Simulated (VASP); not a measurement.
Set up this calculation in VASP 6.6.1, as an ASE script.

```
Task                   : band structure
Functional             : rev-vdW-DF2
Potentials or basis    : VASP PAW PBE potentials, release 64 (Sn_d, O)
Cutoff                 : 520 eV
k mesh                 : 7 × 7 × 6
Occupations            : gaussian, width 0.1 eV
Spin                   : no spin polarisation
Further INCAR settings : ALGO = Normal; EDIFF = 1.00e-07; ISYM = 0
```

The structure of SnO lies in POSCAR:

```
SnO
1.0
    3.5403210296      0.0000000000      0.0000000000
    0.0000000000      3.5403210296      0.0000000000
    0.0000000000      0.0000000000      4.5366084408
Sn O
2 2
Direct
    0.5000000000      0.0000000000      0.7646261400
    0.0000000000      0.5000000000      0.2353738600
    0.0000000000      0.0000000000      0.0000000000
    0.5000000000      0.5000000000      0.0000000000
```

The cell is a database's computed one.

The cell isn't the ideal one: volume scaled by 0.8.

These files were run (other wordings do the same):

run.py

```python
from ase.calculators.vasp import Vasp
from ase.dft.bandgap import bandgap
from ase.io import read

atoms = read('POSCAR')
calc = Vasp(
    directory='calc',
    xc='rev-vdw-df2',
    pp='PBE',
    setups='recommended',
    prec='Accurate',
    encut=520,
    ediff=1e-07,
    ismear=0,
    sigma=0.1,
    lreal=False,
    lasph=True,
    nelm=80,
    algo='Normal',
    isif=2,
    lwave=False,
    lcharg=True,
    kpts=[7, 7, 6],
    gamma=True,
)
atoms.calc = calc

print('energy (eV):', atoms.get_potential_energy())
print('free energy (eV):', atoms.get_potential_energy(force_consistent=True))
efermi = calc.get_fermi_level()
print('Fermi level (eV):', efermi)
path = atoms.cell.bandpath(npoints=40, eps=1e-4)
print('path:', path.path)
calc.set(kpts=path.kpts, reciprocal=True, icharg=11, isym=0, lcharg=False)
calc.calculate(atoms)
print('gap on the path (eV):', bandgap(calc, efermi=efermi)[0])
print('direct gap on the path (eV):', bandgap(calc, efermi=efermi, direct=True)[0])
```

Potentials or basis: VASP PAW PBE potentials, release 64 (Sn_d, O).

Command:

```sh
$ python run.py
```

Results of the run:

- Band gap along the path: none (metal or under the smearing width)

Caveat: the log is that of the step along the path at fixed density, whose energy, stress, charges and moments have no meaning; spin-orbit coupling is left out, which moves the levels of the heavy elements.

Wall time 4 min on 1 thread of AMD EPYC 7571 (shared host), peak memory 0.35 GiB.
